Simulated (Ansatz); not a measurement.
Level of theory: Ansatz, DFT PBE, scalar-relativistic, plane waves, PAW. Settings: cutoff 420 eV, Γ-centred meshes spaced at most about 0.3 Å⁻¹, and about 0.25 Å⁻¹ or finer for metals (2π included), Gaussian smearing. No spin polarisation.

Temperature and zero-point effects are left out.

Question: Order these relaxed structures of Hg2Se by energy, lowest first, with the energy over the lowest of them.
A.

```cif
data_structure
_symmetry_space_group_name_H-M 'I4_1/amd:1'
_symmetry_Int_Tables_number 141
_cell_length_a 5.5265
_cell_length_b 5.5265
_cell_length_c 14.5745
_cell_angle_alpha 90.000
_cell_angle_beta 90.000
_cell_angle_gamma 90.000
_cell_volume 445.14
loop_
_atom_site_label
_atom_site_type_symbol
_atom_site_symmetry_multiplicity
_atom_site_Wyckoff_symbol
_atom_site_fract_x
_atom_site_fract_y
_atom_site_fract_z
_atom_site_occupancy
Hg1 Hg 8 e 0.00000 0.00000 0.23927 1
Se1 Se 4 a 0.00000 0.00000 0.00000 1
```

B.

```cif
data_structure
_symmetry_space_group_name_H-M 'P-3m1'
_symmetry_Int_Tables_number 164
_cell_length_a 4.1532
_cell_length_b 4.1532
_cell_length_c 5.1302
_cell_angle_alpha 90.000
_cell_angle_beta 90.000
_cell_angle_gamma 120.000
_cell_volume 76.64
loop_
_atom_site_label
_atom_site_type_symbol
_atom_site_symmetry_multiplicity
_atom_site_Wyckoff_symbol
_atom_site_fract_x
_atom_site_fract_y
_atom_site_fract_z
_atom_site_occupancy
Hg1 Hg 2 d 0.66667 0.33333 0.18223 1
Se1 Se 1 b 0.00000 0.00000 0.50000 1
```

C.

```cif
data_structure
_symmetry_space_group_name_H-M 'Fm-3m'
_symmetry_Int_Tables_number 225
_cell_length_a 6.9798
_cell_length_b 6.9798
_cell_length_c 6.9798
_cell_angle_alpha 90.000
_cell_angle_beta 90.000
_cell_angle_gamma 90.000
_cell_volume 340.04
loop_
_atom_site_label
_atom_site_type_symbol
_atom_site_symmetry_multiplicity
_atom_site_Wyckoff_symbol
_atom_site_fract_x
_atom_site_fract_y
_atom_site_fract_z
_atom_site_occupancy
Hg1 Hg 8 c 0.25000 0.75000 0.75000 1
Se1 Se 4 a 0.00000 0.00000 0.00000 1
```

Answer: B (0 meV/atom), A (75 meV/atom), C (124 meV/atom). Forms: B anti-cadmium iodide type, P-3m1; A I4_1/amd; C anti-fluorite type, Fm-3m. Counting Se atoms around Hg (those within 1.25 times the shortest such distance or 1.15 times the sum of covalent radii; the shortest distance is added where it is long for a bond): B has Hg 3; A has Hg 2; C has Hg 4 from 3.0 Å. All come from invented guesses.

No dispersion correction is applied, so the spacing and binding between layers, chains or molecules are poorly described (I4_1/amd), and this can change margins and order among such cells. These runs have no spin–orbit coupling, which can matter for Hg. Cells relaxed within their symmetry can be saddle points. Some structure types and database cells were kept out of the candidates from the start, so a known form may be missing.
